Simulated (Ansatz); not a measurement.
## Zone-centre phonons of HgTe at 4 GPa: input and output

The calculation used Ansatz, DFT PBE, scalar-relativistic, plane waves, PAW.

Launched with:
```bash
ansatz run input.yaml --threads 1 --pin off --max-ram 3072MiB --backend cpu --events-out ev --progress --plain --runs-dir out
```

Input (bare energies are in eV):
```yaml
crystal:
  lattice:
    - [0.0, 3.2251159609, 3.2251159609]
    - [3.2251159609, 0.0, 3.2251159609]
    - [3.2251159609, 3.2251159609, 0.0]
  atoms:
    - { symbol: Hg, position: [0.0, 0.0, 0.0] }
    - { symbol: Te, position: [0.75, 0.75, 0.75] }
basis:
  ecutwfc: 420
kpoints:
  mp_grid: { grid: [12, 12, 12] }
hamiltonian:
  xc: pbe
scf:
  occupations: { method: fermi_dirac, width: 0.15 }
output:
  eigenvalues: true
phonons:
  method: dfpt
  eigenvectors: true
```

The end of the output:
```
--- Phonons (Γ-DFPT): 2 representative perturbations + reference, on 163 of 1728 k-points (Σ response iterations 6) ---
  k mesh reduced under 8 symmetry operations, with k and −k counted as one. Each operation leaves every solved displacement unchanged or reverses it
  ASR residual: 1.597e-4 → 0.000e0 eV/Å²; symmetrization residual: 4.217e-5 eV/Å²
  ASR residual per site (eV/Å²): 3.35e-5 1.60e-4
  Γ frequencies (cm⁻¹): 0.00 0.00 0.00 119.34 119.34 119.34
  non-analytic LO–TO correction: not included (Born effective charges unavailable; polar crystals: no LO–TO splitting at Γ)
```

Time: 76 s on 1 thread of Intel(R) Xeon(R) Platinum 8259CL CPU @ 2.50GHz (Skylake/Cascade Lake) (shared host), peak memory 0.96 GiB.

Without a gap, frequencies and elastic constants depend on the k mesh and the smearing, soft modes and shear constants most. Spin–orbit coupling is left out, which can shift energies with elements as heavy as these.

The bands only touch here, so at this level the crystal is a zero-gap semiconductor or semimetal, not an ordinary metal; spin–orbit coupling, left out, moves these levels but leaves zinc-blende mercury chalcogenides without a gap.